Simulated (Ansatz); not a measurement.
An element in the bcc structure gives these cold pressures by all-electron LAPW under PBE (Ansatz 0.2.0, scalar-relativistic, no spin polarisation).

| V (Å³/atom) | P (GPa) |
| --- | --- |
| 15.84 | -0.04 |
| 13.94 | 42.7 |
| 12.35 | 113.9 |
| 10.77 | 250.7 |
| 9.19 | 523.8 |
| 7.92 | 950.5 |
| 6.81 | 1645 |

**Question.** Which element is it?

**Answer.** Pt. Its zero-pressure volume in this structure is near 15.8 Å³/atom; the volume and the steepness of P(V) together point to it, though neighbours can come close. Other candidates weren't computed, and some may come near.
